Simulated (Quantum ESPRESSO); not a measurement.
MoS2:

```
CELL_PARAMETERS angstrom
1.58000 0.91221 6.15000
-1.58000 0.91221 6.15000
0.00000 -1.82443 6.15000
ATOMIC_POSITIONS crystal
Mo 0.00000 0.00000 0.00000
S 0.41700 0.41700 0.41700
S 0.25000 0.25000 0.25000
```

Measurements of this composition are mostly on another form, of space group No. 194.

Base run:

| Quantity | Value |
| --- | --- |
| Program | Quantum ESPRESSO 7.5 |
| Functional | LDA |
| Potentials or basis | GBRV 1.5 LDA |
| Cutoff | 612 eV |
| Density cutoff | 4898 eV |
| k mesh | 8 × 8 × 8 |
| Occupations | fermi-dirac, width 0.05 eV |
| Spin | no spin polarisation |

Its results: band gap on the k mesh 0.96 eV, indirect (least direct gap 2.02 eV); pressure -2.6 GPa; largest force 0.087 eV/Å.

The run is repeated on the same cell with these changes: functional from LDA to r2SCAN; potentials or basis from GBRV 1.5 LDA to SG15 PBE 1.2; cutoff from 612 eV to 952 eV; density cutoff from 4898 eV to 3810 eV. What comes out?

Band gap on the k mesh 1.15 eV, indirect (least direct gap 2.16 eV); pressure 4.1 GPa; largest force 0.379 eV/Å.

Caveats: the mesh misses the band edges, which the band path finds closer together; the potentials were made for another functional, which shifts forces and pressure (some runs).

Not every run made on this cell is shown here.
